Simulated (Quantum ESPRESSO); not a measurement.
**KMgF3: zone-centre phonons under several settings**

```
CELL_PARAMETERS angstrom
3.98590 0.00000 0.00000
0.00000 3.98590 0.00000
0.00000 0.00000 3.98590
ATOMIC_POSITIONS crystal
K 0.50000 0.50000 0.50000
Mg 0.00000 0.00000 0.00000
F 0.00000 0.00000 0.50000
F 0.00000 0.50000 0.00000
F 0.50000 0.00000 0.00000
```

All runs used Quantum ESPRESSO 7.5; k mesh 2 × 2 × 2, shifted; relaxed cell; no spin polarisation; cutoff 612 eV; occupations smeared at first, fixed for the response.

```csv
level,potentials,volume (Å³/atom),pressure (GPa),lowest optical mode without the field (cm⁻¹),highest optical mode without the field (cm⁻¹),sum of the Born charges (e)
LDA,GBRV 1.5 LDA,11.95,-0.1,155,516,-0.07
PBE,GBRV 1.5 PBE,13.28,0.1,140,428,-0.04
PBEsol,GBRV 1.5 PBEsol,12.69,0.0,143,463,-0.05
AM05,GBRV 1.5 PBE,13.00,0.1,137,438,-0.05
revPBE,GBRV 1.5 PBE,13.87,0.3,132,390,-0.03
WC,GBRV 1.5 PBE,12.75,0.0,140,459,-0.05
vdW-DF-cx,GBRV 1.5 PBE,?,0.1,?,?,?
```

Task: What stands in the row left open?

Result: Volume 12.92 Å³/atom; lowest optical mode without the field 148 cm⁻¹; highest optical mode without the field 458 cm⁻¹; sum of the Born charges -0.04 e.

Caveats: all runs use coarse meshes; the potentials were made for another functional, which shifts forces and pressure (some runs).

For the row left open. Caveat: the k mesh is coarse (spacing up to 0.79 Å⁻¹), so the values aren't converged; the potentials were made for another functional, which shifts forces and pressure.
